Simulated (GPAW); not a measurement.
Crystal: ZrC.

```
Zr C
1.0
     0.00000    2.36500    2.36500
     2.36500    0.00000    2.36500
     2.36500    2.36500    0.00000
Zr C
1 1
Direct
  0.50000 0.50000 0.50000
  0.00000 0.00000 0.00000
```

- Program: GPAW 26.7.0
- Task: relaxation of cell and atoms
- Functional: revPBE
- Dispersion: D4
- Potentials or basis: the program's PAW data sets (release 1.2.1) made for this functional
- Cutoff: 800 eV
- Basis: pw
- k mesh: 10 × 10 × 10
- Occupations: fermi-dirac, width 0.05 eV
- Spin: no spin polarisation

At the start: pressure -7.3 GPa; volume 13.23 Å³/atom.

Q: Where does the relaxation end?

A: Over 3 steps the energy falls by 10.1 meV/atom and the volume is 12.77 Å³/atom (-3.5 %); space group Fm-3m (No. 225, to 0.05 Å).

The path:
```
step  energy change (eV)  largest force (eV/Å)  pressure (GPa)  volume (Å³)
   1              0.0000                0.0000           -7.31        26.46
   2             -0.0124                0.0000           -4.70        26.12
   3             -0.0201                0.0000            0.18        25.54
```

Final structure:
```
CELL_PARAMETERS angstrom
0.00000 2.33727 2.33727
2.33727 0.00000 2.33727
2.33727 2.33727 0.00000
ATOMIC_POSITIONS crystal
Zr 0.50000 0.50000 0.50000
C 0.00000 0.00000 0.00000
```

Caveat: later steps reuse the first step's grids; pairwise dispersion overbinds metals, which lowers pressure and volume.
